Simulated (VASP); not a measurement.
# NbAs (Fm-3m) in VASP: a series of runs

Aim: see how the results for NbAs move with the level of theory and the settings. Levels: PBE, LDA. Tasks: density of states, electric field gradients.

Program: VASP 6.6.1. These are calculated values, not measurements. Logs are shortened: lines on timing, memory, paths and dates and some standing lists are left out, and cuts for length are marked.

## Step 1: The structure

It takes space group Fm-3m (No. 225, cubic). The conventional cell has a = 5.275 Å, b = 5.275 Å, c = 5.275 Å, α = 90.00°, β = 90.00°, γ = 90.00°. Nb (site symmetry m-3m) has 6 As at 2.64 Å as nearest neighbours. As (site symmetry m-3m) has 6 Nb at 2.64 Å as nearest neighbours.

Measurements of this composition are mostly on another form, of space group No. 109.

## Step 2: Density of states, PBE

Contents of POSCAR:

```
NbAs
1.0
    0.0000000000      2.6376010551      2.6376010551
    2.6376010551      0.0000000000      2.6376010551
    2.6376010551      2.6376010551      0.0000000000
Nb As
1 1
Direct
    0.0000000000      0.0000000000      0.0000000000
    0.5000000000      0.5000000000      0.5000000000
```

Contents of INCAR.step1:

```
  PREC = Accurate
  ENCUT = 520
  EDIFF = 1E-6
  ISMEAR = -1
  SIGMA = 0.05
  LREAL = F
  LASPH = T
  NELM = 100
  ALGO = Fast
  ISIF = 2
  LWAVE = F
  LCHARG = T
  LMAXMIX = 4
  GGA = PE
  NBANDS = 16
```

Contents of KPOINTS.step1:

```
regular mesh
0
Gamma
  11 11 11
```

Contents of INCAR.step2:

```
  PREC = Accurate
  ENCUT = 520
  EDIFF = 1E-6
  ISMEAR = -5
  SIGMA = 0.05
  LREAL = F
  LASPH = T
  NELM = 100
  ALGO = Fast
  ISIF = 2
  LWAVE = F
  LCHARG = F
  LMAXMIX = 4
  GGA = PE
  LORBIT = 10
  NEDOS = 1001
  ICHARG = 11
```

Contents of KPOINTS.step2:

```
regular mesh
0
Gamma
  17 17 17
```

Potentials or basis: VASP PAW PBE potentials, release 64 (Nb_sv, As).

Run with:

```bash
> cat potpaw_PBE.64/Nb_sv/POTCAR potpaw_PBE.64/As/POTCAR > POTCAR
> cp INCAR.step1 INCAR
> cp KPOINTS.step1 KPOINTS
> mpirun -np 1 vasp_std > vasp.out
> cp INCAR.step2 INCAR
> cp KPOINTS.step2 KPOINTS
> mpirun -np 1 vasp_std > vasp.out
```

OUTCAR:

```text
PREC = Accurate
   ENCUT = 520
   EDIFF = 1E-6
   ISMEAR = -5
   LREAL = F
   LASPH = T
   NELM = 100
   ISIF = 2
   GGA = PE
   LORBIT = 10
   ICHARG = 11

 ion  position               nearest neighbor table
   1  0.000  0.000  0.000-   2 2.64   2 2.64   2 2.64   2 2.64   2 2.64   2 2.64
   2  0.500  0.500  0.500-   1 2.64   1 2.64   1 2.64   1 2.64   1 2.64   1 2.64

  LATTYP: Found a face centered cubic cell.
 ALAT       =     5.2752021102

  Lattice vectors:

 A1 = (   0.0000000000,   2.6376010551,   2.6376010551)
 A2 = (   2.6376010551,   0.0000000000,   2.6376010551)
 A3 = (   2.6376010551,   2.6376010551,   0.0000000000)

Analysis of symmetry for initial positions (statically):
=====================================================================
 Subroutine PRICEL returns:
 Original cell was already a primitive cell.

 Routine SETGRP: Setting up the symmetry group for a
 face centered cubic supercell.

 Subroutine GETGRP returns: Found 48 space group operations
 (whereof 48 operations were pure point group operations)
 out of a pool of 48 trial point group operations.

The static configuration has the point symmetry O_h .

Analysis of symmetry for dynamics (positions and initial velocities):
=====================================================================
 Subroutine PRICEL returns:
 Original cell was already a primitive cell.

 Routine SETGRP: Setting up the symmetry group for a
 face centered cubic supercell.

 Subroutine GETGRP returns: Found 48 space group operations
 (whereof 48 operations were pure point group operations)
 out of a pool of 48 trial point group operations.

The dynamic configuration has the point symmetry O_h .

 Subroutine INISYM returns: Found 48 space group operations
 (whereof 48 operations are pure point group operations),
 and found     1 'primitive' translations

----------------------------------------------------------------------------------------

                                     Primitive cell

  volume of cell :      36.6993

  direct lattice vectors                    reciprocal lattice vectors
     0.000000000  2.637601055  2.637601055    -0.189566197  0.189566197  0.189566197
     2.637601055  0.000000000  2.637601055     0.189566197 -0.189566197  0.189566197
     2.637601055  2.637601055  0.000000000     0.189566197  0.189566197 -0.189566197

  length of vectors
     3.730131184  3.730131184  3.730131184     0.328338284  0.328338284  0.328338284

  position of ions in fractional coordinates (direct lattice)
     0.000000000  0.000000000  0.000000000
     0.500000000  0.500000000  0.500000000

  ion indices of the primitive-cell ions
   primitive index   ion index
                 1           1
                 2           2

----------------------------------------------------------------------------------------

 KPOINTS: regular mesh

Automatic generation of k-mesh.
 Grid dimensions read from file:
 generate k-points for:   17   17   17

 Generating k-lattice:

  Cartesian coordinates                     Fractional coordinates (reciprocal lattice)
    -0.011150953  0.011150953  0.011150953     0.058823529  0.000000000  0.000000000
     0.011150953 -0.011150953  0.011150953     0.000000000  0.058823529  0.000000000
     0.011150953  0.011150953 -0.011150953     0.000000000  0.000000000  0.058823529

  Length of vectors
     0.019314017  0.019314017  0.019314017

  Shift w.r.t. Gamma in fractional coordinates (k-lattice)
     0.000000000  0.000000000  0.000000000

 TETIRR: Found    693 inequivalent tetrahedra from    29478

 Subroutine IBZKPT returns following result:
 ===========================================

 Found    165 irreducible k-points:

 Following reciprocal coordinates:
            Coordinates               Weight
  0.000000  0.000000  0.000000      1.000000
  0.058824  0.000000  0.000000      8.000000
  0.117647  0.000000  0.000000      8.000000
  0.176471  0.000000  0.000000      8.000000
  0.235294  0.000000  0.000000      8.000000
  0.294118  0.000000  0.000000      8.000000
[... 16 lines left out ...]
 -0.176471  0.058824  0.000000     24.000000
 -0.117647  0.058824  0.000000     24.000000
 [... further k-points ...]
   k-points           NKPTS =    165   k-points in BZ     NKDIM =    165   number of bands    NBANDS=     13
   number of dos      NEDOS =   1001   number of ions     NIONS =      2
   total plane-waves  NPLWV =  21952
   dimension x,y,z NGX =    28 NGY =   28 NGZ =   28
   dimension x,y,z NGXF=    56 NGYF=   56 NGZF=   56
   ions per type =               1   1
   NGX,Y,Z   is equivalent  to a cutoff of  12.48, 12.48, 12.48 a.u.
   NGXF,Y,Z  is equivalent  to a cutoff of  24.96, 24.96, 24.96 a.u.
 SYSTEM =  unknown system
   PREC   = accura    normal or accurate (medium, high low for compatibility)
   ISTART =      0    job   : 0-new  1-cont  2-samecut
   ICHARG =     11    charge: 1-file 2-atom 10-const
   ISPIN  =      1    spin polarized calculation?
   LNONCOLLINEAR =      F non collinear calculations
   LSORBIT =      F    spin-orbit coupling
   LASPH  =      T    aspherical Exc in radial PAW
   ENCUT  =  520.0 eV  38.22 Ry    6.18 a.u.   6.94  6.94  6.94*2*pi/ulx,y,z
   NELM   =    100;   NELMIN=  2; NELMDL=  0     # of ELM steps
   EDIFF  = 0.1E-05   stopping-criterion for ELM
   LREAL  =      F    real-space projection
   EDIFFG = 0.1E-04   stopping-criterion for IOM
   NSW    =      0    number of steps for IOM
   IBRION =     -1    ionic relax: 0-MD 1-quasi-New 2-CG
   NFREE  =      0    steps in history (QN), initial steepest desc. (CG)
   ISIF   =      2    stress and relaxation
   ISYM   =      2    0-nonsym 1-usesym 2-fastsym
   POTIM  = 0.5000    time-step for ionic-motion
   TEBEG  =    0.0;   TEEND  =   0.0 temperature during run
   PSTRESS=    0.0 pullay stress
   NELECT =      18.0000    total number of electrons
   NUPDOWN=      -1.0000    fix difference up-down
   EMIN   =  10.00;   EMAX   =-10.00  energy-range for DOS
   EFERMI =   0.00;   METHOD = LEGACY
   ISMEAR =    -5;   SIGMA  =   0.05  broadening in eV -4-tet -1-fermi 0-gaus
   EFERMI_NEDOS =   21; number of points for ismear=-14 and -15
   IALGO  =     68    algorithm
   IMIX   =      4    mixing-type and parameters
     AMIX     =   0.40;   BMIX     =  1.00
     AMIX_MAG =   1.60;   BMIX_MAG =  1.00
  volume/ion in A,a.u.               =      18.35       123.83
  Fermi-wavevector in a.u.,A,eV,Ry     =   1.291060  2.439750 22.678694  1.666837
  Thomas-Fermi vector in A             =   2.422854
   LORBIT       =     10    0 simple, 1 ext, 2 COOP (PROOUT), +10 PAW based schemes
   GGA     = PE    functional components
   LHFCALC =     F    Hartree Fock is set to
   AEXX    =    0.0000 exact exchange contribution
   IVDW    =     0    specifies the selected vdW correction
   LEPSILON=     F    determine dielectric tensor
   LRPA    =     F    only Hartree local field effects (RPA)
 non-spin polarized calculation
 RMM-DIIS sequential band-by-band and
 Fermi weights with tetrahedron method with Bloechl corrections
  energy-cutoff  :      520.00
  volume of cell :       36.70
 maximum number of plane-waves:      1010

 number of electron      17.9999998 magnetization

 Free energy of the ion-electron system (eV)
  ---------------------------------------------------
  ext. energy  EPLUGINS =         0.00000000
  ---------------------------------------------------
  free energy    TOTEN  =       -15.36435908 eV

  energy without entropy =      -15.36435908  energy(sigma->0) =      -15.36435908

 E-fermi :   9.7187     XC(G=0): -11.5591

 val. band max:        9.7515272188   @ k =   0.3529   0.0000   0.0000
 cond. band min:       9.5277499930   @ k =   0.0000   0.0000   0.0000
 fundamental gap:     -0.2237772258
 Fermi energy:         9.7187238115

 k-point     1 :       0.0000    0.0000    0.0000
  band No.  band energies     occupation
      1     -46.1059      2.00000
      2     -22.1408      2.00000
      3     -22.1408      2.00000
      4     -22.1408      2.00000
      5      -3.7632      2.00000
      6       8.1999      2.00000
      7       8.1999      2.00000
      8       8.1999      2.00000
      9       8.7864      2.00000
     10       8.7864      2.00000
     11       9.5277      2.03772
     12       9.5277      0.84106
     13       9.5278      0.33861

 k-point     2 :       0.0588    0.0000    0.0000
  band No.  band energies     occupation
      1     -46.1054      2.00000
      2     -22.1467      2.00000
      3     -22.1412      2.00000
      4     -22.1412      2.00000
      5      -3.7103      2.00000
      6       7.9197      2.00000
      7       8.0912      2.00000
      8       8.0912      2.00000
      9       8.4550      2.00000
     10       8.4550      2.00000
     11       9.5512      1.88518
     12      10.0900     -0.04655
     13      10.0900     -0.00252

 k-point     3 :       0.1176    0.0000    0.0000
  band No.  band energies     occupation
      1     -46.1043      2.00000
      2     -22.1635      2.00000
      3     -22.1425      2.00000
      4     -22.1425      2.00000
      5      -3.5542      2.00000
      6       7.2321      2.00000
      7       7.5224      2.00000
      8       7.5224      2.00000
      9       8.4994      2.00000
     10       8.4994      2.00000
     11       9.6010      1.20526
     12      10.9756      0.00000
     13      10.9756      0.00000

 k-point     4 :       0.1765    0.0000    0.0000
  band No.  band energies     occupation
      1     -46.1025      2.00000
      2     -22.1889      2.00000
      3     -22.1444      2.00000
      4     -22.1444      2.00000
      5      -3.3032      2.00000
      6       6.3635      2.00000
      7       6.9265      2.00000
      8       6.9265      2.00000
      9       8.7207      2.00000
     10       8.7207      2.00000
     11       9.6810      0.32214
     12      11.9326      0.00000
     13      11.9328      0.00000

 k-point     5 :       0.2353    0.0000    0.0000
  band No.  band energies     occupation
      1     -46.1003      2.00000
      2     -22.2192      2.00000
      3     -22.1467      2.00000
      4     -22.1467      2.00000
      5      -2.9719      2.00000
      6       5.4523      2.00000
      7       6.4096      2.00000
      8       6.4096      2.00000
      9       9.0255      2.00000
     10       9.0255      2.00000
     11       9.8190      0.00296
     12      12.9158      0.00000
     13      12.9159      0.00000
[... 257 lines left out ...]
 k-point    22 :      -0.2353    0.0588    0.0000
  band No.  band energies     occupation
      1     -46.0993      2.00000
      2     -22.2297      2.00000
      3     -22.1545      2.00000
      4     -22.1448      2.00000
      5      -2.8168      2.00000
      6       5.0952      2.00000
      7       6.1315      2.00000
      8       6.3429      2.00000
      9       8.9877      2.00000
     10       9.3031      2.00000
     11      10.0514      0.00000
     12      12.5631      0.00000
     13      13.8357      0.00000

 k-point    23 :      -0.1765    0.0588    0.0000
  band No.  band energies     occupation
      1     -46.1015      2.00000
      2     -22.1996      2.00000
      3     -22.1516      2.00000
      4     -22.1426      2.00000
      5      -3.1629      2.00000
      6       5.9513      2.00000
      7       6.5785      2.00000
      8       6.8130      2.00000
      9       8.6736      2.00000
     10       9.0215      2.00000
     11       9.9121     -0.00598
     12      11.6525      0.00000
     13      12.8218      0.00000

 k-point    24 :      -0.1176    0.0588    0.0000
  band No.  band energies     occupation
      1     -46.1034      2.00000
      2     -22.1733      2.00000
      3     -22.1483      2.00000
      4     -22.1412      2.00000
      5      -3.4377      2.00000
      6       6.7999      2.00000
      7       7.1136      2.00000
      8       7.3046      2.00000
      9       8.4322      2.00000
     10       8.8021      2.00000
     11       9.8863     -0.04079
     12      10.7587      0.00000
     13      11.8262      0.00000

 [... further k-points ...]

------------------------ aborting loop because EDIFF is reached ----------------------------------------

  FORCE on cell =-STRESS in cart. coord.  units (eV):
  Direction    XX          YY          ZZ          XY          YZ          ZX
  --------------------------------------------------------------------------------------
  -------------------------------------------------------------------------------------
  Total       -0.0493184     -0.0493184     -0.0493184      0.0000000      0.0000000      0.0000000
  in kB       -2.1530899     -2.1530899     -2.1530899      0.0000000      0.0000000      0.0000000
  external PRESSURE =      -2.1530899 kB  Pullay stress =       0.0000000 kB

 VOLUME and BASIS-vectors are now :
 -----------------------------------------------------------------------------
  energy-cutoff  :      520.00
  volume of cell :       36.70
      direct lattice vectors                 reciprocal lattice vectors
     0.000000000  2.637601055  2.637601055    -0.189566197  0.189566197  0.189566197
     2.637601055  0.000000000  2.637601055     0.189566197 -0.189566197  0.189566197
     2.637601055  2.637601055  0.000000000     0.189566197  0.189566197 -0.189566197

 POSITION                                       TOTAL-FORCE (eV/Angst)
 -----------------------------------------------------------------------------------
      0.00000      0.00000      0.00000        -0.000000      0.000000     -0.000000
      2.63760      2.63760      2.63760         0.000000     -0.000000      0.000000
 -----------------------------------------------------------------------------------
    total drift:                               -0.000000      0.000000      0.000000

  FREE ENERGIE OF THE ION-ELECTRON SYSTEM (eV)
  ---------------------------------------------------
  free  energy   TOTEN  =       -15.3643590831 eV

  energy  without entropy=      -15.3643590831  energy(sigma->0) =      -15.36435908

 total charge

# of ion       s       p       d       tot
------------------------------------------
    1        2.130   5.986   2.517  10.633
    2        1.197   1.640   0.075   2.911
--------------------------------------------------
tot          3.327   7.625   2.592  13.544
```

It took 97 s on 1 thread of Intel Xeon Platinum 8488C (Sapphire Rapids), shared host; peak memory 0.22 GiB.

What came out:

* Valence electrons inside the program's atomic spheres: Nb 10.63; As 2.91

States per cell in windows of 1 eV (zero at the Fermi level; states under -8 eV left out):
```tsv
from (eV)	total	Nb1_d	As2_p	Nb1_s	Nb1_p	As2_d	As2_s
-8.0	0.00	0.00	0.00	0.00	0.00	0.00	0.00
-7.0	0.34	0.04	0.08	0.02	0.00	0.00	0.00
-6.0	1.26	0.15	0.31	0.06	0.03	0.00	0.02
-5.0	2.24	0.54	0.57	0.01	0.05	0.01	0.01
-4.0	1.62	0.48	0.39	0.01	0.02	0.01	0.00
-3.0	0.53	0.16	0.13	0.00	0.01	0.01	0.00
-2.0	0.63	0.28	0.08	0.00	0.01	0.01	0.00
-1.0	1.35	0.81	0.07	0.01	0.01	0.03	0.01
0.0	2.41	1.63	0.11	0.02	0.01	0.03	0.02
1.0	2.63	1.66	0.21	0.09	0.02	0.04	0.02
2.0	1.14	0.60	0.13	0.03	0.03	0.04	0.04
3.0	1.09	0.49	0.10	0.01	0.04	0.04	0.07
4.0	0.74	0.24	0.08	0.01	0.03	0.03	0.03
5.0	0.13	0.03	0.02	0.00	0.01	0.01	0.00
6.0	0.00	0.00	0.00	0.00	0.00	0.00	0.00
7.0	0.00	0.00	0.00	0.00	0.00	0.00	0.00
```

Caveat: the bands computed are all filled at some k points, so no gap is given.

[end of part 1 of 2]
